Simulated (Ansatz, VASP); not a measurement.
**MgB2 in VASP and in Ansatz**

```xyz
3
Lattice="3.0850 0.0000 0.0000 -1.5425 2.6717 0.0000 0.0000 0.0000 3.5230" Properties=species:S:1:pos:R:3 pbc="T T T"
Mg    0.0000    0.0000    0.0000
B     0.0000    1.7811    1.7615
B     1.5425    0.8906    1.7615
```

Alike in both runs: task relaxation of cell and atoms; functional PBEsol; k mesh 12 × 12 × 9; occupations fermi-dirac, width 0.1 eV; no spin polarisation.

|  | VASP | Ansatz |
| --- | --- | --- |
| version | VASP 6.6.1 | Ansatz 0.2.0 |
| potentials or method | VASP PAW PBE potentials, release 64 (Mg, B) | PAW plane waves |
| plane-wave cutoff (eV) | 600 | 420 |
| valence electrons in the cell | 8 | 16 |

```csv
,VASP,Ansatz,Ansatz less VASP
"gap on the k mesh at the Fermi level, each at its own relaxed structure (eV)",none,none,-
relaxed volume (Å³/atom),9.47,9.47,+0.003
relaxed cell length with the largest relative difference (Å),3.490,3.492,+0.0020
energy change over the relaxation (meV/atom),-2,-2,0.0
```

A gap of «none» marks a metal or a gap that the smearing closes. The two sets of potentials don't hold the same shells in valence. Ansatz warned: «pseudo_functional_mismatch».

Caveats: the PAW data sets were made with another functional, which shifts forces and pressure a little (VASP).
